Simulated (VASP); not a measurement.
**BeTe: input slips in a relaxation and what they do**

Aim: see how common mistakes in a VASP relaxation show up, on BeTe. The starting structure is a measured crystal structure from the Crystallography Open Database.

Calculated with VASP 6.6.1; Kohn-Sham DFT with plane waves and PAW; PBEsol.

The database entry behind the starting cell differs from later determinations by our own check (an axis about 1.5 % short against later determinations), so it need not match the best structure at ambient conditions.

## Step 1: The starting structure

It takes space group F-43m (No. 216, cubic). Conventional cell: a = 5.540 Å, b = 5.540 Å, c = 5.540 Å, α = 90.00°, β = 90.00°, γ = 90.00°. Nearest to Te lie 4 Be at 2.40 Å. Nearest to Be lie 4 Te at 2.40 Å. Farther neighbours and most contacts between anions are not listed.

Structure file:

```cif
data_structure
_symmetry_space_group_name_H-M 'F-43m'
_symmetry_Int_Tables_number 216
_cell_length_a 5.5400
_cell_length_b 5.5400
_cell_length_c 5.5400
_cell_angle_alpha 90.000
_cell_angle_beta 90.000
_cell_angle_gamma 90.000
_cell_volume 170.03
loop_
_atom_site_label
_atom_site_type_symbol
_atom_site_symmetry_multiplicity
_atom_site_Wyckoff_symbol
_atom_site_fract_x
_atom_site_fract_y
_atom_site_fract_z
_atom_site_occupancy
Te1 Te 4 c 0.25000 0.25000 0.25000 1
Be1 Be 4 a 0.00000 0.00000 0.00000 1
```

## Step 2: Reference relaxation

This run starts from the cell of an earlier relaxation, which isn't shown; the restart sets up the plane waves anew.

Contents of INCAR:

```
SYSTEM = BeTe
PREC = Accurate
ENCUT = 450
EDIFF = 1E-06
NELM = 100
ISMEAR = 0
SIGMA = 0.03
LREAL = .FALSE.
ALGO = Normal
GGA = PS
NBANDS = 10
LORBIT = 11
LWAVE = .FALSE.
LCHARG = .FALSE.
KPAR = 2
IBRION = 2
NSW = 50
ISIF = 3
EDIFFG = -0.01
```

Contents of POSCAR:

```
BeTe
1.0
    0.0000000000      2.8067773934      2.8067773934
    2.8067773934      0.0000000000      2.8067773934
    2.8067773934      2.8067773934      0.0000000000
Te Be
1 1
Direct
    0.7500000000      0.7500000000      0.7500000000
    0.0000000000      0.0000000000      0.0000000000
```

Contents of KPOINTS:

```
Automatic mesh
0
Gamma
6 6 6
0 0 0
```

PAW data sets: Te and Be (PBE family, release 64).

Run with:

```sh
> mpirun -np 2 vasp_std
```

The program printed:

```text
[banner, memory and clock lines left out]
running    2 mpi-ranks, on    1 nodes
 distrk:  each k-point on    1 cores,    2 groups
 distr:  one band on    1 cores,    1 groups

 POSCAR found type information on POSCAR TeBe
 POSCAR found :  2 types and       2 ions
|                                                                             |
|               ----> ADVICE to this user running VASP <----                  |
|                                                                             |
|     You enforced a specific xc type in the INCAR file but a different       |
|     [... a line on the potential file left out ...]
|     I HOPE YOU KNOW WHAT YOU ARE DOING!                                     |
|                                                                             |

 LDA part: xc-table for (Slater+PW92), standard interpolation
 POSCAR, INCAR and KPOINTS ok, starting setup
 FFT: planning ... GRIDC
 FFT: planning ... GRID_SOFT
 FFT: planning ... GRID
 WAVECAR not read
 entering main loop
       N       E                     dE             d eps       ncg     rms          rms(c)
DAV:   1     0.165722021324E+02    0.16572E+02   -0.29497E+03   320   0.555E+02
DAV:   2    -0.741284494019E+01   -0.23985E+02   -0.22728E+02   464   0.873E+01
DAV:   3    -0.834207027358E+01   -0.92923E+00   -0.92544E+00   404   0.190E+01
DAV:   4    -0.835195212505E+01   -0.98819E-02   -0.98808E-02   394   0.218E+00
DAV:   5    -0.835210506198E+01   -0.15294E-03   -0.15293E-03   416   0.267E-01    0.400E+00
DAV:   6    -0.824577462478E+01    0.10633E+00   -0.10299E-01   372   0.135E+00    0.239E+00
DAV:   7    -0.820833094436E+01    0.37444E-01   -0.10069E-01   360   0.145E+00    0.414E-01
DAV:   8    -0.820839127632E+01   -0.60332E-04   -0.49324E-03   362   0.426E-01    0.853E-02
DAV:   9    -0.820849812900E+01   -0.10685E-03   -0.17808E-04   396   0.906E-02    0.229E-02
DAV:  10    -0.820851280406E+01   -0.14675E-04   -0.29744E-05   366   0.277E-02    0.117E-02
DAV:  11    -0.820851346179E+01   -0.65773E-06   -0.80642E-07   382   0.608E-03
   1 F= -.82085135E+01 E0= -.82085135E+01  d E =-.820851E+01
 curvature:   0.00 expect dE= 0.000E+00 dE for cont linesearch  0.000E+00
 trial: gam= 0.00000 g(F)=  0.142E-47 g(S)=  0.211E-05 ort = 0.000E+00 (trialstep = 0.100E+01)
 search vector abs. value=  0.211E-05
 reached required accuracy - stopping structural energy minimisation
```

The job ended after 4 s (2 MPI ranks of Intel Xeon Platinum 8259CL at 2.50GHz (Skylake/Cascade Lake), shared host; peak memory 0.28 GiB; 6.8 s of CPU time).

The logs omit lines about the potential files and the build; timing stands in the text.

Parts of OUTCAR (step 2):

```text
ion  position               nearest neighbor table
   1  0.750  0.750  0.750-   2 2.43   2 2.43   2 2.43   2 2.43
   2  0.000  0.000  0.000-   1 2.43   1 2.43   1 2.43   1 2.43

  LATTYP: Found a face centered cubic cell.
 ALAT       =     5.6135547868

 Subroutine GETGRP returns: Found 24 space group operations
 (whereof 24 operations were pure point group operations)

The static configuration has the point symmetry T_d .

 Found     16 irreducible k-points:

   k-points           NKPTS =     16   k-points in BZ     NKDIM =     16   number of bands    NBANDS=     10

   dimension x,y,z NGX =    28 NGY =   28 NGZ =   28
   dimension x,y,z NGXF=    56 NGYF=   56 NGZF=   56

   ENCUT  =  450.0 eV  33.07 Ry    5.75 a.u.   6.87  6.87  6.87*2*pi/ulx,y,z

   NELECT =       8.0000    total number of electrons

 k-points in reciprocal lattice and weights: Automatic mesh
   0.00000000  0.00000000  0.00000000       0.005
   0.16666667  0.00000000  0.00000000       0.037
   0.33333333  0.00000000  0.00000000       0.037
   0.50000000  0.00000000  0.00000000       0.019
   0.16666667  0.16666667  0.00000000       0.028
   0.33333333  0.16666667  0.00000000       0.111
   0.50000000  0.16666667  0.00000000       0.111
  -0.33333333  0.16666667  0.00000000       0.111
  -0.16666667  0.16666667  0.00000000       0.056
[...]
-0.33333333  0.33333333  0.16666667       0.111
  -0.33333333  0.50000000  0.16666667       0.056

 average (electrostatic) potential at core
       1 -88.5124       2 -34.7888

 E-fermi :   5.2519

 k-point     1 :       0.0000    0.0000    0.0000
  band No.  band energies     occupation
      1      -7.2820      2.00000
      2       5.1164      2.00000
      3       5.1164      2.00000
      4       5.1164      2.00000
      5       8.7044      0.00000
      6       8.7044      0.00000
      7       8.7044      0.00000
      8       8.9178      0.00000
      9      13.3196      0.00000
    ...

 k-point     2 :       0.1667    0.0000    0.0000
  band No.  band energies     occupation
      1      -7.0187      2.00000
      2       3.0842      2.00000
      3       4.7295      2.00000
      4       4.7295      2.00000
      5       8.5570      0.00000
      6       9.2542      0.00000
      7       9.2542      0.00000
      8      10.9089      0.00000
      9      13.9302      0.00000
    ...

 k-point     3 :       0.3333    0.0000    0.0000
  band No.  band energies     occupation
      1      -6.3582      2.00000
      2       0.5832      2.00000
      3       4.1804      2.00000
      4       4.1804      2.00000
      5       8.2816      0.00000
      6       9.7034      0.00000
      7       9.7034      0.00000
      8      12.7943      0.00000
      9      14.3981      0.00000
    ...

  Total        0.0053977      0.0053977      0.0053977      0.0000000      0.0000000     -0.0000000
  in kB        0.1955542      0.1955542      0.1955542      0.0000000      0.0000000     -0.0000000
  external PRESSURE =       0.1955542 kB  Pullay stress =       0.0000000 kB

  energy-cutoff  :      450.00
  volume of cell :       44.22
      direct lattice vectors                 reciprocal lattice vectors
     0.000000000  2.806777393  2.806777393    -0.178140241  0.178140241  0.178140241
     2.806777393  0.000000000  2.806777393     0.178140241 -0.178140241  0.178140241
     2.806777393  2.806777393  0.000000000     0.178140241  0.178140241 -0.178140241

 POSITION                                       TOTAL-FORCE (eV/Angst)
 -----------------------------------------------------------------------------------
      4.21017      4.21017      4.21017         0.000000      0.000000     -0.000000
      0.00000      0.00000      0.00000        -0.000000     -0.000000      0.000000
 -----------------------------------------------------------------------------------
    total drift:                               -0.000000     -0.000000     -0.000000

  FREE ENERGIE OF THE ION-ELECTRON SYSTEM (eV)
  ---------------------------------------------------
  free  energy   TOTEN  =        -8.2085134618 eV

  energy  without entropy=       -8.2085134618  energy(sigma->0) =       -8.20851346

 reached required accuracy - stopping structural energy minimisation

 total charge
# of ion       s       p       d       tot
------------------------------------------
    1        1.332   2.143   0.033   3.509
    2        0.372   0.579   0.000   0.951
--------------------------------------------------
tot          1.705   2.722   0.033   4.460

[... 3 further parts left out ...]
```

CONTCAR:

```
BeTe
   1.00000000000000
     0.0000000000000000    2.8067773934000000    2.8067773934000000
     2.8067773934000000    0.0000000000000000    2.8067773934000000
     2.8067773934000000    2.8067773934000000    0.0000000000000000
  Te              Be
     1     1
Direct
     0.7500000000000000    0.7500000000000000    0.7500000000000000
     0.0000000000000000    0.0000000000000000    0.0000000000000000
```

The PAW data sets were made with PBE, which is usual practice but a small mismatch for other functionals. The run keeps the 24 symmetry operations of its start, so it cannot find a distortion of lower symmetry.

The reference relaxation ends at 22.112 Å³ an atom.

## Step 3: Relaxation with a cutoff far too low

A slip made on purpose: a cutoff far too low. Against step 2 the input has PREC = Normal and ENCUT = 140 (also changed: NELM).

Edit INCAR of step 2 so:

```diff
@@ -1,6 +1,6 @@
 SYSTEM = BeTe
-PREC = Accurate
-ENCUT = 450
+PREC = Normal
+ENCUT = 140
 EDIFF = 1E-06
-NELM = 100
+NELM = 60
 ISMEAR = 0
```

Contents of POSCAR:

```
BeTe
1.0
    0.0000000000      2.7700000000      2.7700000000
    2.7700000000      0.0000000000      2.7700000000
    2.7700000000      2.7700000000      0.0000000000
Te Be
1 1
Direct
    0.7500000000      0.7500000000      0.7500000000
    0.0000000000      0.0000000000      0.0000000000
```

KPOINTS is that of step 2.

Run with:

```sh
> mpirun -np 2 vasp_std
```

The program printed:

```text
[banner, memory and clock lines left out]
running    2 mpi-ranks, on    1 nodes
[...]
[... a notice as in an earlier step ...]

 LDA part: xc-table for (Slater+PW92), standard interpolation
 POSCAR, INCAR and KPOINTS ok, starting setup
[...]
entering main loop
       N       E                     dE             d eps       ncg     rms          rms(c)
DAV:   1     0.388042968546E+01    0.38804E+01   -0.16479E+03   326   0.235E+02
DAV:   2    -0.795990132380E+01   -0.11840E+02   -0.11467E+02   442   0.550E+01
DAV:   3    -0.824231152571E+01   -0.28241E+00   -0.28207E+00   378   0.877E+00
DAV:   4    -0.824342019736E+01   -0.11087E-02   -0.11086E-02   374   0.616E-01
[...]
DAV:   9    -0.808829304610E+01   -0.50916E-04   -0.14066E-04   394   0.680E-02    0.210E-02
DAV:  10    -0.808830370354E+01   -0.10657E-04   -0.26894E-05   356   0.241E-02    0.155E-02
DAV:  11    -0.808830368601E+01    0.17526E-07   -0.84490E-07   306   0.517E-03
   1 F= -.80883037E+01 E0= -.80883037E+01  d E =-.808830E+01
[...]
DAV:   4    -0.809316269144E+01    0.10116E-03   -0.31582E-04   342   0.105E-01    0.205E-01
DAV:   5    -0.809303328686E+01    0.12940E-03   -0.17659E-04   360   0.575E-02    0.190E-02
DAV:   6    -0.809303298683E+01    0.30003E-06   -0.50808E-06   354   0.112E-02
   2 F= -.80930330E+01 E0= -.80930330E+01  d E =-.472930E-02
 trial-energy change:   -0.004729  1 .order   -0.004919   -0.013461    0.003623
 step:   0.7764(harm=  0.7880)  dis= 0.00000  next Energy=    -8.093440 (dE=-0.514E-02)
[...]
N       E                     dE             d eps       ncg     rms          rms(c)
DAV:   1    -0.809442722173E+01   -0.13939E-02   -0.18249E-02   344   0.548E-01    0.157E-01
DAV:   2    -0.809363415346E+01    0.79307E-03   -0.15328E-03   334   0.176E-01    0.648E-02
DAV:   3    -0.809345073032E+01    0.18342E-03   -0.76314E-04   338   0.108E-01    0.611E-02
DAV:   4    -0.809344638986E+01    0.43405E-05   -0.15806E-05   344   0.236E-02    0.482E-02
DAV:   5    -0.809344178421E+01    0.46056E-05   -0.92678E-06   366   0.132E-02    0.406E-03
DAV:   6    -0.809344178991E+01   -0.56930E-08   -0.34484E-07   168   0.280E-03
   3 F= -.80934418E+01 E0= -.80934418E+01  d E =-.513810E-02
[...]
reached required accuracy - stopping structural energy minimisation
```

It took 1.6 s on 2 MPI ranks; peak memory 0.19 GiB; 2 s of CPU time.

From OUTCAR (step 3):

```text
  Total        0.0007748      0.0007748      0.0007748     -0.0000000      0.0000000      0.0000000
  in kB        0.0285057      0.0285057      0.0285057     -0.0000000      0.0000000      0.0000000
  external PRESSURE =       0.0285057 kB  Pullay stress =       0.0000000 kB

 POSITION                                       TOTAL-FORCE (eV/Angst)
 -----------------------------------------------------------------------------------
      4.18856      4.18856      4.18856         0.000000      0.000000      0.000000
      0.00000      0.00000      0.00000        -0.000000     -0.000000     -0.000000
 -----------------------------------------------------------------------------------
    total drift:                               -0.000003     -0.000003     -0.000003

  FREE ENERGIE OF THE ION-ELECTRON SYSTEM (eV)
  ---------------------------------------------------
  free  energy   TOTEN  =        -8.0934417899 eV

  energy  without entropy=       -8.0934417899  energy(sigma->0) =       -8.09344179

[... 2 parts as in an earlier step ...]

[... 2 further parts left out ...]
[key lines of the parts left out:]
E-fermi :   5.4885
```

With a cutoff far too low the cell ends at 21.773 Å³ an atom, -1.53 % from the reference.

## Step 4: Relaxation with too few ionic steps

A slip made on purpose: too few ionic steps. Against step 2 the input has NSW = 2 (also changed: NELM).

Edit INCAR of step 3 so:

```diff
@@ -1,4 +1,4 @@
 SYSTEM = BeTe
-PREC = Normal
-ENCUT = 140
+PREC = Accurate
+ENCUT = 450
 EDIFF = 1E-06
@@ -16,3 +16,3 @@
 IBRION = 2
-NSW = 50
+NSW = 2
 ISIF = 3
```

POSCAR is that of step 3.

KPOINTS is that of step 3.

Run with:

```sh
> mpirun -np 2 vasp_std
```

The program printed:

```text
[... set-up lines as in an earlier step ...]
 entering main loop
       N       E                     dE             d eps       ncg     rms          rms(c)
DAV:   1     0.162824670882E+02    0.16282E+02   -0.31459E+03   320   0.578E+02
DAV:   2    -0.753947454615E+01   -0.23822E+02   -0.23029E+02   464   0.917E+01
DAV:   3    -0.836233051328E+01   -0.82286E+00   -0.82189E+00   406   0.184E+01
DAV:   4    -0.836911004141E+01   -0.67795E-02   -0.67790E-02   408   0.205E+00
[...]
DAV:   9    -0.819495480060E+01   -0.10923E-03   -0.20948E-04   384   0.976E-02    0.267E-02
DAV:  10    -0.819496860543E+01   -0.13805E-04   -0.32876E-05   376   0.289E-02    0.127E-02
DAV:  11    -0.819496908818E+01   -0.48275E-06   -0.93421E-07   394   0.645E-03
   1 F= -.81949691E+01 E0= -.81949691E+01  d E =-.819497E+01
[...]
N       E                     dE             d eps       ncg     rms          rms(c)
DAV:   1    -0.825738306150E+01   -0.62414E-01   -0.92405E-01   350   0.412E+00    0.105E+00
DAV:   2    -0.821773132756E+01    0.39652E-01   -0.86424E-02   334   0.146E+00    0.565E-01
DAV:   3    -0.820825245160E+01    0.94789E-02   -0.38272E-02   348   0.822E-01    0.232E-01
DAV:   4    -0.820786785512E+01    0.38460E-03   -0.99769E-04   350   0.202E-01    0.221E-01
DAV:   5    -0.820761495185E+01    0.25290E-03   -0.46071E-04   356   0.101E-01    0.328E-02
DAV:   6    -0.820761302861E+01    0.19232E-05   -0.26116E-05   356   0.276E-02    0.169E-02
DAV:   7    -0.820761348293E+01   -0.45432E-06   -0.11975E-06   346   0.748E-03
   2 F= -.82076135E+01 E0= -.82076135E+01  d E =-.126444E-01
 trial-energy change:   -0.012644  1 .order   -0.013179   -0.034408    0.008050
 step:   0.7982(harm=  0.8104)  dis= 0.00000  next Energy=    -8.208430 (dE=-0.135E-01)
```

Wall time 5.8 s (2 MPI ranks); peak memory 0.29 GiB.

From OUTCAR (step 4):

```text
  Total       -0.1613168     -0.1613168     -0.1613168      0.0000000      0.0000000     -0.0000000
  in kB       -5.7866661     -5.7866661     -5.7866661      0.0000000      0.0000000     -0.0000000
  external PRESSURE =      -5.7866661 kB  Pullay stress =       0.0000000 kB

 POSITION                                       TOTAL-FORCE (eV/Angst)
 -----------------------------------------------------------------------------------
      4.22411      4.22411      4.22411         0.000000      0.000000      0.000000
      5.63215      2.81607      2.81607        -0.000000      0.000000     -0.000000
 -----------------------------------------------------------------------------------
    total drift:                               -0.000000     -0.000000     -0.000000

  FREE ENERGIE OF THE ION-ELECTRON SYSTEM (eV)
  ---------------------------------------------------
  free  energy   TOTEN  =        -8.2076134829 eV

  energy  without entropy=       -8.2076134829  energy(sigma->0) =       -8.20761348

[... 1 part as in an earlier step ...]

[... 2 further parts left out ...]
[key lines of the parts left out:]
E-fermi :   5.2082
```

The relaxation used up its 2 ionic steps (NSW) before forces and stress met EDIFFG.

[end of part 1 of 2]

[Lines on the potential files, build, host, timing and source positions are cut from VASP's logs without a mark.]

[Logs are printed without paths, hosts, clocks, repeated set-up lines and the standing remarks that a program may print on its own settings, such as how far it seeks lower states.]

[Hosts, paths, dates, database ids (printed as entryN), source tags and the programs' standing remarks are cut or masked in the printed files.]
